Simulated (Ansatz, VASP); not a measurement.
SiC in VASP and in Ansatz

```xyz
2
Lattice="0.0000 2.1899 2.1899 2.1899 0.0000 2.1899 2.1899 2.1899 0.0000" Properties=species:S:1:pos:R:3 pbc="T T T"
Si    0.0000    0.0000    0.0000
C     3.2848    3.2848    3.2848
```

Alike in both runs: functional PBE; k mesh 12 × 12 × 12; occupations gaussian, width 0.02 eV; no spin polarisation.

Ansatz relaxed the structure, and its values are those at the end. VASP's run is a single point on that final structure, the one shown.

```csv
,VASP,Ansatz
version,VASP 6.6.1,Ansatz 0.2.0
potentials or method,"VASP PAW PBE potentials, release 64 (Si, C)","scalar-relativistic, plane waves, PAW"
plane-wave cutoff (eV),520,420
valence electrons in the cell,8,8
```

|  | VASP | Ansatz | Ansatz less VASP |
| --- | --- | --- | --- |
| gap on the k mesh at the Fermi level (eV) | 1.37 | 1.37 | +0.002 |
| least direct gap on the mesh (eV) | 4.53 | 4.53 | +0.003 |
| pressure (GPa) | 0.0 | 0.0 | +0.05 |

The functional is the same, so the differences come from potentials, cutoffs and numerics.

A k mesh can miss the band edges. PBE gaps usually lie below the measured ones, often by a third to a half.
